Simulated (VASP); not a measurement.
# Ru (P6_3/mmc) in VASP: settings compared

The runs below take Ru through relaxation of cell and atoms, with PBEsol, RPBE.

Everything below comes from runs of VASP 6.6.1. Logs are shortened: lines on timing, memory, paths and dates and some standing lists are left out, and cuts for length are marked.

## 1. The structure

The structure is hexagonal, space group P6_3/mmc (No. 194). Conventional cell: a = 2.708 Å, b = 2.708 Å, c = 4.268 Å, α = 90.00°, β = 90.00°, γ = 120.00°. Ru (site symmetry -6m2) has 12 Ru at 2.65 to 2.71 Å as nearest neighbours.

## 2. Relaxation of cell and atoms, PBEsol

INCAR

```
ALGO = Normal ; EDIFF = 1E-7
EDIFFG = -0.005 ; ENCUT = 580
GGA = PS ; IBRION = 2
ISIF = 3 ; ISMEAR = 0
LASPH = T ; LCHARG = F
LREAL = F ; LWAVE = F
NELM = 80 ; NSW = 90
PREC = Accurate ; SIGMA = 0.1
```

KPOINTS

```
k-points
0
Gamma
  18 18 10
```

POSCAR

```
Ru
1.0
    2.7078263400      0.0000000000      0.0000000000
   -1.3539131700      2.3450464000      0.0000000000
    0.0000000000      0.0000000000      4.2681017800
Ru
2
Direct
    0.3333333300      0.6666666700      0.2500000000
    0.6666666700      0.3333333300      0.7500000000
```

Potentials or basis: VASP PAW PBE potentials, release 64 (Ru).

Launch:

```console
$ cat potpaw_PBE.64/Ru/POTCAR > POTCAR
$ mpirun -np 1 vasp_std > vasp.out
```

OUTCAR:

```text
EDIFF = 1E-7
   EDIFFG = -0.005
   ENCUT = 580
   GGA = PS
   IBRION = 2
   ISIF = 3
   ISMEAR = 0
   LASPH = T
   LREAL = F
   NELM = 80
   NSW = 90
   PREC = Accurate

 ion  position               nearest neighbor table
   1  0.333  0.667  0.250-   2 2.65   2 2.65   2 2.65   2 2.65   2 2.65   2 2.65
   2  0.667  0.333  0.750-   1 2.65   1 2.65   1 2.65   1 2.65   1 2.65   1 2.65

  LATTYP: Found a hexagonal cell.
 ALAT       =     2.7078263400
 C/A-ratio  =     1.5762095659

  Lattice vectors:

 A1 = (   2.7078263400,   0.0000000000,   0.0000000000)
 A2 = (  -1.3539131700,   2.3450464000,   0.0000000000)
 A3 = (   0.0000000000,   0.0000000000,   4.2681017800)

Analysis of symmetry for initial positions (statically):
=====================================================================
 Subroutine PRICEL returns:
 Original cell was already a primitive cell.

 Routine SETGRP: Setting up the symmetry group for a
 hexagonal supercell.

 Subroutine GETGRP returns: Found 24 space group operations
 (whereof 12 operations were pure point group operations)
 out of a pool of 24 trial point group operations.

The static configuration has the point symmetry D_3d.
 The point group associated with its full space group is D_6h.

Analysis of symmetry for dynamics (positions and initial velocities):
=====================================================================
 Subroutine PRICEL returns:
 Original cell was already a primitive cell.

 Routine SETGRP: Setting up the symmetry group for a
 hexagonal supercell.

 Subroutine GETGRP returns: Found 24 space group operations
 (whereof 12 operations were pure point group operations)
 out of a pool of 24 trial point group operations.

The dynamic configuration has the point symmetry D_3d.
 The point group associated with its full space group is D_6h.

 Subroutine INISYM returns: Found 24 space group operations
 (whereof 12 operations are pure point group operations),
 and found     1 'primitive' translations

----------------------------------------------------------------------------------------

                                     Primitive cell

  volume of cell :      27.1024

  direct lattice vectors                    reciprocal lattice vectors
     2.707826340  0.000000000  0.000000000     0.369299901  0.213215397  0.000000000
    -1.353913170  2.345046400  0.000000000     0.000000000  0.426430795  0.000000000
     0.000000000  0.000000000  4.268101780     0.000000000  0.000000000  0.234296193

  length of vectors
     2.707826340  2.707826340  4.268101780     0.426430795  0.426430795  0.234296193

  position of ions in fractional coordinates (direct lattice)
     0.333333330  0.666666670  0.250000000
     0.666666670  0.333333330  0.750000000

  ion indices of the primitive-cell ions
   primitive index   ion index
                 1           1
                 2           2

----------------------------------------------------------------------------------------

 KPOINTS: k-points

Automatic generation of k-mesh.
 Grid dimensions read from file:
 generate k-points for:   18   18   10

 Generating k-lattice:

  Cartesian coordinates                     Fractional coordinates (reciprocal lattice)
     0.020516661  0.011845300  0.000000000     0.055555556  0.000000000  0.000000000
     0.000000000  0.023690600  0.000000000     0.000000000  0.055555556  0.000000000
     0.000000000  0.000000000  0.023429619     0.000000000  0.000000000  0.100000000

  Length of vectors
     0.023690600  0.023690600  0.023429619

  Shift w.r.t. Gamma in fractional coordinates (k-lattice)
     0.000000000  0.000000000  0.000000000

 Subroutine IBZKPT returns following result:
 ===========================================

 Found    222 irreducible k-points:

 Following reciprocal coordinates:
            Coordinates               Weight
  0.000000  0.000000  0.000000      1.000000
  0.055556  0.000000  0.000000      6.000000
  0.111111  0.000000  0.000000      6.000000
  0.166667 -0.000000  0.000000      6.000000
  0.222222  0.000000  0.000000      6.000000
  0.277778  0.000000  0.000000      6.000000
[... 16 lines left out ...]
  0.333333  0.111111  0.000000     12.000000
  0.388889  0.111111  0.000000     12.000000
 [... further k-points ...]
   k-points           NKPTS =    222   k-points in BZ     NKDIM =    222   number of bands    NBANDS=     12
   number of dos      NEDOS =    301   number of ions     NIONS =      2
   total plane-waves  NPLWV =  20736
   dimension x,y,z NGX =    24 NGY =   24 NGZ =   36
   dimension x,y,z NGXF=    48 NGYF=   48 NGZF=   72
   ions per type =               2
   NGX,Y,Z   is equivalent  to a cutoff of  14.73, 14.73, 14.02 a.u.
   NGXF,Y,Z  is equivalent  to a cutoff of  29.47, 29.47, 28.04 a.u.
 SYSTEM =  unknown system
   PREC   = accura    normal or accurate (medium, high low for compatibility)
   ISTART =      0    job   : 0-new  1-cont  2-samecut
   ICHARG =      2    charge: 1-file 2-atom 10-const
   ISPIN  =      1    spin polarized calculation?
   LNONCOLLINEAR =      F non collinear calculations
   LSORBIT =      F    spin-orbit coupling
   LASPH  =      T    aspherical Exc in radial PAW
   ENCUT  =  580.0 eV  42.63 Ry    6.53 a.u.   5.32  5.32  8.38*2*pi/ulx,y,z
   NELM   =     80;   NELMIN=  2; NELMDL= -5     # of ELM steps
   EDIFF  = 0.1E-06   stopping-criterion for ELM
   LREAL  =      F    real-space projection
   EDIFFG = -.5E-02   stopping-criterion for IOM
   NSW    =     90    number of steps for IOM
   IBRION =      2    ionic relax: 0-MD 1-quasi-New 2-CG
   NFREE  =      1    steps in history (QN), initial steepest desc. (CG)
   ISIF   =      3    stress and relaxation
   ISYM   =      2    0-nonsym 1-usesym 2-fastsym
   POTIM  = 0.5000    time-step for ionic-motion
   TEBEG  =    0.0;   TEEND  =   0.0 temperature during run
   PSTRESS=    0.0 pullay stress
   NELECT =      16.0000    total number of electrons
   NUPDOWN=      -1.0000    fix difference up-down
   EMIN   =  10.00;   EMAX   =-10.00  energy-range for DOS
   EFERMI =   0.00;   METHOD = LEGACY
   ISMEAR =     0;   SIGMA  =   0.10  broadening in eV -4-tet -1-fermi 0-gaus
   EFERMI_NEDOS =   21; number of points for ismear=-14 and -15
   IALGO  =     38    algorithm
   IMIX   =      4    mixing-type and parameters
[... 3 lines left out ...]
  Fermi-wavevector in a.u.,A,eV,Ry     =   1.373343  2.595243 25.661570  1.886072
  Thomas-Fermi vector in A             =   2.498869
   LORBIT       =      0    0 simple, 1 ext, 2 COOP (PROOUT), +10 PAW based schemes
   GGA     = PS    functional components
   LHFCALC =     F    Hartree Fock is set to
   AEXX    =    0.0000 exact exchange contribution
   IVDW    =     0    specifies the selected vdW correction
   LEPSILON=     F    determine dielectric tensor
   LRPA    =     F    only Hartree local field effects (RPA)
 conjugate gradient relaxation of ions
 non-spin polarized calculation
 Gauss-broadening in eV      SIGMA  =   0.10
  energy-cutoff  :      580.00
  volume of cell :       27.10
 maximum number of plane-waves:       880
 NGX is ok and might be reduce to    24
   NGX = 11   NGY = 11   NGZ = 17

--------------------------------------- Ionic step        1  -------------------------------------------

 number of electron      16.0000001 magnetization

 Free energy of the ion-electron system (eV)
  ---------------------------------------------------
  ext. energy  EPLUGINS =         0.00000000
  ---------------------------------------------------
  free energy    TOTEN  =       -20.38373100 eV

  energy without entropy =      -20.37456297  energy(sigma->0) =      -20.37914698

------------------------ aborting loop because EDIFF is reached ----------------------------------------

  FORCE on cell =-STRESS in cart. coord.  units (eV):
  Direction    XX          YY          ZZ          XY          YZ          ZX
  --------------------------------------------------------------------------------------
  -------------------------------------------------------------------------------------
  Total       -1.3754160     -1.3754160     -1.2858680      0.0000000     -0.0000000      0.0000000
  in kB      -81.3088154    -81.3088155    -76.0151140      0.0000000     -0.0000000      0.0000000
  external PRESSURE =     -79.5442483 kB  Pullay stress =       0.0000000 kB

 VOLUME and BASIS-vectors are now :
 -----------------------------------------------------------------------------
  energy-cutoff  :      580.00
  volume of cell :       27.10
      direct lattice vectors                 reciprocal lattice vectors
     2.707826340  0.000000000  0.000000000     0.369299901  0.213215397  0.000000000
    -1.353913170  2.345046400  0.000000000     0.000000000  0.426430795  0.000000000
     0.000000000  0.000000000  4.268101780     0.000000000  0.000000000  0.234296193
[... 253 lines left out ...]
 POSITION                                       TOTAL-FORCE (eV/Angst)
 -----------------------------------------------------------------------------------
     -0.00000      1.55021      1.06056        -0.000000      0.000000      0.000000
      1.34252      0.77510      3.18167         0.000000     -0.000000      0.000000
 -----------------------------------------------------------------------------------
    total drift:                               -0.000000      0.000000     -0.000000

  FREE ENERGIE OF THE ION-ELECTRON SYSTEM (eV)
  ---------------------------------------------------
  free  energy   TOTEN  =       -20.4001453420 eV

  energy  without entropy=      -20.3913266543  energy(sigma->0) =      -20.39573600

--------------------------------------- Ionic step        9  -------------------------------------------

 number of electron      16.0000000 magnetization

 Free energy of the ion-electron system (eV)
  ---------------------------------------------------
  ext. energy  EPLUGINS =         0.00000000
  ---------------------------------------------------
  free energy    TOTEN  =       -20.40017688 eV

  energy without entropy =      -20.39137145  energy(sigma->0) =      -20.39577417

 E-fermi :  12.8872     XC(G=0): -14.0996

 val. band max:       12.8863332969   @ k =   0.4444   0.1111   0.5000
 cond. band min:      12.8876846632   @ k =   0.1667   0.1111   0.3000
 fundamental gap:      0.0013513664
 Fermi energy:        12.8872247123

 k-point     1 :       0.0000    0.0000    0.0000
  band No.  band energies     occupation
      1       4.6717      2.00000
      2       6.4522      2.00000
      3      10.1884      2.00000
      4      10.1884      2.00000
      5      10.3880      2.00000
      6      10.9071      2.00000
      7      10.9071      2.00000
      8      11.4404      2.00000
      9      11.4404      2.00000
     10      14.1340      0.00000
     11      14.1340      0.00000
     12      14.1654      0.00000

 k-point     2 :       0.0556    0.0000    0.0000
  band No.  band energies     occupation
      1       4.7890      2.00000
      2       6.5431      2.00000
      3       9.9372      2.00000
      4      10.2849      2.00000
      5      10.6093      2.00000
      6      10.8536      2.00000
      7      10.9962      2.00000
      8      11.3233      2.00000
      9      11.3652      2.00000
     10      13.0066      0.09140
     11      14.1820      0.00000
     12      15.4497      0.00000
[... 316 lines left out ...]
 k-point    24 :       0.3889    0.1111    0.0000
  band No.  band energies     occupation
      1       6.8966      2.00000
      2       7.2449      2.00000
      3       7.6127      2.00000
      4       9.7079      2.00000
      5      10.3467      2.00000
      6      10.6956      2.00000
      7      11.2810      2.00000
      8      14.0944      0.00000
      9      14.4378      0.00000
     10      14.7593      0.00000
     11      16.7635      0.00000
     12      20.4600      0.00000

 [... further k-points ...]

------------------------ aborting loop because EDIFF is reached ----------------------------------------

  FORCE on cell =-STRESS in cart. coord.  units (eV):
  Direction    XX          YY          ZZ          XY          YZ          ZX
  --------------------------------------------------------------------------------------
  -------------------------------------------------------------------------------------
  Total        0.0021778      0.0021778      0.0023846      0.0000000      0.0000000      0.0000000
  in kB        0.1318723      0.1318723      0.1443946      0.0000000      0.0000000      0.0000000
  external PRESSURE =       0.1360464 kB  Pullay stress =       0.0000000 kB

 VOLUME and BASIS-vectors are now :
 -----------------------------------------------------------------------------
  energy-cutoff  :      580.00
  volume of cell :       26.46
      direct lattice vectors                 reciprocal lattice vectors
     2.684096791  0.000000000 -0.000000000     0.372564806  0.215100391  0.000000000
    -1.342048395  2.324496008 -0.000000000    -0.000000000  0.430200782  0.000000000
    -0.000000000 -0.000000000  4.240782202     0.000000000  0.000000000  0.235805555

 POSITION                                       TOTAL-FORCE (eV/Angst)
 -----------------------------------------------------------------------------------
     -0.00000      1.54966      1.06020         0.000000      0.000000      0.000000
      1.34205      0.77483      3.18059        -0.000000     -0.000000      0.000000
 -----------------------------------------------------------------------------------
    total drift:                               -0.000000      0.000000     -0.000000

  FREE ENERGIE OF THE ION-ELECTRON SYSTEM (eV)
  ---------------------------------------------------
  free  energy   TOTEN  =       -20.4001768834 eV

  energy  without entropy=      -20.3913714479  energy(sigma->0) =      -20.39577417

 reached required accuracy - stopping structural energy minimisation
```

Run time: 1.9 min. Hardware: 1 thread of Intel Xeon 6975P-C (Granite Rapids), shared host; peak memory 0.23 GiB.

What came out:

* Free energy: -20.4002 eV
* Relaxed volume: 13.23 Å³/atom
* Relaxed cell: a = 2.684 Å, b = 2.684 Å, c = 4.241 Å, α = 90.00°, β = 90.00°, γ = 120.00°
* Space group after relaxing (to 0.05 Å): P6_3/mmc (No. 194)
* Energy gained by relaxing: 8.2 meV/atom
* Ionic steps: 9
* Pressure after relaxing: 0.0 GPa
* Band gap on the k mesh: none (metal or under the smearing width)

Step by step:
| step | energy change (eV) | largest force (eV/Å) | pressure (GPa) | volume (Å³) |
| --- | --- | --- | --- | --- |
| 1 | 0.0000 | 0.0000 | -7.95 | 27.10 |
| 2 | 0.1594 | 0.0000 | 31.70 | 24.55 |
| 3 | -0.0163 | 0.0000 | -0.24 | 26.48 |
| 4 | -0.0164 | 0.0000 | -0.01 | 26.46 |
| 5 | -0.0164 | 0.0000 | 0.16 | 26.45 |
| 6 | -0.0164 | 0.0000 | 0.15 | 26.45 |
| 7 | -0.0164 | 0.0000 | 0.15 | 26.45 |
| 8 | -0.0164 | 0.0000 | -0.36 | 26.49 |
| 9 | -0.0164 | 0.0000 | 0.01 | 26.46 |

Final structure:
```
Ru
1.0
     2.68410    0.00000    0.00000
    -1.34205    2.32450    0.00000
     0.00000    0.00000    4.24078
Ru
2
Direct
  0.33333 0.66667 0.25000
  0.66667 0.33333 0.75000
```

Levels at points of the mesh, in eV from the Fermi level:
| k point | band 5 | band 6 | band 7 | band 8 | band 9 | band 10 | band 11 | band 12 |
| --- | --- | --- | --- | --- | --- | --- | --- | --- |
| (0.00, 0.00, 0.00) | -2.50 | -1.98 | -1.98 | -1.45 | -1.45 | 1.25 | 1.25 | 1.28 |
| (0.50, 0.00, 0.00) | -2.14 | -1.88 | -1.57 | 1.50 | 1.95 | 2.03 | 4.20 | 6.27 |
| (0.00, 0.00, 0.50) | -2.87 | -2.87 | -2.81 | -2.81 | 0.59 | 0.59 | 0.59 | 0.59 |
| (0.50, 0.00, 0.50) | -1.10 | -1.10 | 0.45 | 0.45 | 1.77 | 1.77 | 3.46 | 3.46 |

Caveat: the PAW data sets were made with another functional, which shifts forces and pressure a little.

## 3. Relaxation of cell and atoms, PBEsol

Edit INCAR of step 2 so:

```diff
@@ -1,3 +1,3 @@
 ALGO = Normal ; EDIFF = 1E-7
-EDIFFG = -0.005 ; ENCUT = 580
+EDIFFG = -0.005 ; ENCUT = 480
 GGA = PS ; IBRION = 2
```

KPOINTS is that of step 2.

POSCAR is that of step 2.

Potentials or basis: VASP PAW PBE potentials, release 64 (Ru_pv).

Launch:

```console
$ cat potpaw_PBE.64/Ru_pv/POTCAR > POTCAR
$ mpirun -np 1 vasp_std > vasp.out
```

Wall time 2 min (1 thread of Intel Xeon 6975P-C (Granite Rapids), shared host); peak memory 0.2 GiB.

Results (log left out):

- Free energy: -20.3452 eV
- Relaxed volume: 13.32 Å³/atom
- Relaxed cell: a = 2.689 Å, b = 2.689 Å, c = 4.252 Å, α = 90.00°, β = 90.00°, γ = 120.00°
- Space group after relaxing (to 0.05 Å): P6_3/mmc (No. 194)
- Energy gained by relaxing: 4.4 meV/atom
- Ionic steps: 6
- Pressure after relaxing: 0.0 GPa
- Band gap on the k mesh: none (metal or under the smearing width)

The path:
```tsv
step	energy change (eV)	largest force (eV/Å)	pressure (GPa)	volume (Å³)
1	0.0000	0.0000	-5.79	27.10
2	0.0812	0.0000	21.59	25.23
3	-0.0087	0.0000	-0.14	26.64
4	-0.0087	0.0000	0.07	26.63
5	-0.0088	0.0000	0.01	26.63
6	-0.0088	0.0000	0.02	26.63
```

Final structure:
```cif
data_structure
_symmetry_space_group_name_H-M 'P 1'
_symmetry_Int_Tables_number 1
_cell_length_a 2.6893
_cell_length_b 2.6893
_cell_length_c 4.2519
_cell_angle_alpha 90.000
_cell_angle_beta 90.000
_cell_angle_gamma 120.000
_cell_volume 26.63
loop_
_atom_site_label
_atom_site_type_symbol
_atom_site_fract_x
_atom_site_fract_y
_atom_site_fract_z
_atom_site_occupancy
Ru1 Ru 0.33333 0.66667 0.25000 1
Ru2 Ru 0.66667 0.33333 0.75000 1
```

Levels at points of the mesh, in eV from the Fermi level:
```
           k point  band 10  band 11  band 12  band 13  band 14  band 15  band 16  band 17  band 18
(0.00, 0.00, 0.00)    -2.68    -2.48    -1.97    -1.97    -1.43    -1.43     1.24     1.24     1.27
(0.50, 0.00, 0.00)    -3.11    -2.13    -1.86    -1.56     1.49     1.93     2.01     4.17     6.24
(0.00, 0.00, 0.50)    -2.85    -2.85    -2.85    -2.79    -2.79     0.58     0.58     0.58     0.58
(0.50, 0.00, 0.50)    -4.67    -1.09    -1.09     0.45     0.45     1.76     1.76     3.45     3.45
```

Caveat: the PAW data sets were made with another functional, which shifts forces and pressure a little.

## 4. Relaxation of cell and atoms, RPBE

INCAR

```
ALGO = Normal ; EDIFF = 1E-7
EDIFFG = -0.005 ; ENCUT = 600
GGA = RP ; IBRION = 2
ISIF = 3 ; ISMEAR = 0
LASPH = T ; LCHARG = F
LREAL = F ; LWAVE = F
NELM = 80 ; NSW = 90
PREC = Accurate ; SIGMA = 0.1
```

KPOINTS is that of step 3.

POSCAR is that of step 3.

Launch:

```console
$ cat potpaw_PBE.64/Ru_pv/POTCAR > POTCAR
$ mpirun -np 1 vasp_std > vasp.out
```

Wall time 3.1 min (1 thread of Intel Xeon 6975P-C (Granite Rapids), shared host); peak memory 0.25 GiB.

The run converged. Its results:

```yaml
Free_energy: -17.1783 eV
Relaxed_volume: 13.96 Å³/atom
Relaxed_cell: a = 2.733 Å, b = 2.733 Å, c = 4.316 Å, α = 90.00°, β = 90.00°, γ = 120.00°
Space_group_after_relaxing_to_0.05_Å: P6_3/mmc (No. 194)
Energy_gained_by_relaxing: 11.7 meV/atom
Ionic_steps: 8
Pressure_after_relaxing: 0.0 GPa
Band_gap_on_the_k_mesh: none (metal or under the smearing width)
```

The path:
```csv
step,energy change (eV),largest force (eV/Å),pressure (GPa),volume (Å³)
1,0.0000,0.0000,9.46,27.10
2,0.1459,0.0000,-20.25,30.36
3,-0.0234,0.0000,-0.30,27.94
4,-0.0234,0.0000,-0.02,27.92
5,-0.0234,0.0000,0.16,27.90
6,-0.0234,0.0000,0.16,27.90
7,-0.0234,0.0000,0.16,27.90
8,-0.0234,0.0000,0.03,27.91
```

Final structure:
```xyz
2
Lattice="2.7327 0.0000 0.0000 -1.3664 2.3666 0.0000 0.0000 0.0000 4.3158" Properties=species:S:1:pos:R:3 pbc="T T T"
Ru    0.0000    1.5777    1.0789
Ru    1.3664    0.7889    3.2368
```

Levels at points of the mesh, in eV from the Fermi level:
| k point | band 12 | band 13 | band 14 | band 15 | band 16 | band 17 |
| --- | --- | --- | --- | --- | --- | --- |
| (0.00, 0.00, 0.00) | -1.82 | -1.82 | -1.34 | -1.34 | 1.14 | 1.14 |
| (0.50, 0.00, 0.00) | -1.73 | -1.44 | 1.35 | 1.75 | 1.83 | 3.92 |
| (0.00, 0.00, 0.50) | -2.64 | -2.60 | -2.60 | 0.52 | 0.52 | 0.52 |
| (0.50, 0.00, 0.50) | -1.01 | 0.44 | 0.44 | 1.60 | 1.60 | 3.30 |

Caveat: the PAW data sets were made with another functional, which shifts forces and pressure a little.

[end of part 1 of 2]
